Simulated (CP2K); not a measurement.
Te2Mo:

```
Te Mo
1.0
     3.51820    0.00000    0.00000
    -1.75910    3.04685    0.00000
     0.00000    0.00000   13.97360
Te Mo
4 2
Direct
  0.66667 0.33333 0.37900
  0.33333 0.66667 0.87900
  0.66667 0.33333 0.12100
  0.33333 0.66667 0.62100
  0.66667 0.33333 0.75000
  0.33333 0.66667 0.25000
```

Base run:

* Program: CP2K 2026.2
* Functional: PBE
* Potentials or basis: POTENTIAL_UZH Te GTH-PBE-q6, Mo GTH-PBE-q14; TZV2P-MOLOPT-PBE-GTH basis
* Density cutoff: 6123 eV
* k mesh: 9 × 9 × 2
* Occupations: fermi-dirac, width 0.05 eV
* Spin: no spin polarisation

Its results: band gap on the k mesh 0.77 eV, indirect (least direct gap 1.04 eV); pressure 4.5 GPa; largest force 0.384 eV/Å.

After a change of settings the same cell gave: band gap on the k mesh 0.78 eV, indirect (least direct gap 1.04 eV); pressure 5.4 GPa; largest force 0.446 eV/Å. Which change was it?
A. potentials or basis from POTENTIAL_UZH Te GTH-PBE-q6, Mo GTH-PBE-q14; TZV2P-MOLOPT-PBE-GTH basis to POTENTIAL_UZH Te GTH-PBE-q6, Mo GTH-PBE-q14; DZVP-MOLOPT-PBE-GTH basis; basis sets from Te TZV2P-MOLOPT-PBE-GTH-q6, Mo TZV2P-MOLOPT-PBE-GTH-q14 to Te DZVP-MOLOPT-PBE-GTH-q6, Mo DZVP-MOLOPT-PBE-GTH-q14
B. potentials or basis from POTENTIAL_UZH Te GTH-PBE-q6, Mo GTH-PBE-q14; TZV2P-MOLOPT-PBE-GTH basis to POTENTIAL_UZH Te GTH-PBE-q6, Mo GTH-PBE-q14; TZVP-MOLOPT-PBE-GTH basis; basis sets from Te TZV2P-MOLOPT-PBE-GTH-q6, Mo TZV2P-MOLOPT-PBE-GTH-q14 to Te TZVP-MOLOPT-PBE-GTH-q6, Mo TZVP-MOLOPT-PBE-GTH-q14
C. potentials or basis from POTENTIAL_UZH Te GTH-PBE-q6, Mo GTH-PBE-q14; TZV2P-MOLOPT-PBE-GTH basis to POTENTIAL_UZH Te GTH-PBE-q6, Mo GTH-PBE-q14; ccGRB-D basis; basis sets from Te TZV2P-MOLOPT-PBE-GTH-q6, Mo TZV2P-MOLOPT-PBE-GTH-q14 to Te ccGRB-D-q6, Mo ccGRB-D-q14

B.

Caveats: spin-orbit coupling is left out, which moves the levels of the heavy elements; this functional lacks dispersion, which binds the layers, so the pressure and a relaxed spacing across them are unreliable; the basis of atomic orbitals isn't converged, which shifts pressures, moduli and gaps.
